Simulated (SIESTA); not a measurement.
# Si2Mo in SIESTA: the effect of strain zz

The system is Si2Mo.

```
CELL_PARAMETERS angstrom
-1.60000 1.60000 3.77328
1.60000 -1.60000 3.77328
1.60000 1.60000 -3.77328
ATOMIC_POSITIONS crystal
Mo 0.00000 0.00000 0.00000
Si 0.66700 0.66700 0.00000
Si 0.33300 0.33300 0.00000
```

The cell isn't the ideal one: cell strained along z.

Alike in all runs:

* Program: SIESTA 5.4.2
* Task: band structure
* Functional: PBEsol
* Potentials or basis: PseudoDojo 0.4 standard (PBEsol files)
* Basis: DZP (energy shift 0.003 Ry; two zetas on semicore shells)
* Grid cutoff: 800 Ry
* Energy shift: 0.003 Ry
* k mesh: 12 × 12 × 12
* Occupations: fermi-dirac, width 0.05 eV
* Spin: no spin polarisation

```tsv
strain zz	pressure (GPa)	largest force (eV/Å)
-0.04	?	?
-0.02	3.6	0.26
0	-1.3	0.29
0.02	-5.5	0.33
0.04	-9.1	0.39
```

Task: What does the run with strain zz -0.04 give?

Result: Pressure 9.3 GPa; largest force 0.25 eV/Å.

Worked out: A parabola through the other rows of the pressure, of slope -293 GPa per unit of strain zz there, extrapolates to 9.1 GPa, against the run's 9.3. A parabola through the other rows of the largest force, of slope 0.275 eV/Å per unit of strain zz there, extrapolates to 0.25 eV/Å, against the run's 0.25.

Caveats: the basis of atomic orbitals isn't converged, which shifts pressures, moduli and gaps.
